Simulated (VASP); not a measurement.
Here is a VASP 6.6.1 calculation.

INCAR

```
PREC = Accurate
ENCUT = 520
EDIFF = 1E-8
ISMEAR = -1
SIGMA = 0.08
LREAL = F
LASPH = T
NELM = 100
ALGO = Fast
ISIF = 2
LWAVE = F
LCHARG = F
GGA = PE
LEFG = T
NBANDS = 12
```

KPOINTS

```
Automatic mesh
0
Gamma
  19 19 19
```

File POSCAR:

```
Cu
1.0
    0.0000000000      1.8258507244      1.7713500000
    1.8258507244      0.0000000000      1.7713500000
    1.8258507244      1.8258507244      0.0000000000
Cu
1
Direct
    0.0000000000      0.0000000000      0.0000000000
```

Potentials or basis: VASP PAW PBE potentials, release 64 (Cu).

Launch:

```bash
$ cat potpaw_PBE.64/Cu/POTCAR > POTCAR
$ mpirun -np 1 vasp_std > vasp.out
```

What does it give for the band gap on the k mesh?

None (metal or under the smearing width).

What does it give for the pressure?

2.3 GPa.

Electric field gradients, principal values (V/Å²):
| atom | Vxx | Vyy | Vzz |
| --- | --- | --- | --- |
| 1 Cu | 0.061 | 0.061 | -0.122 |
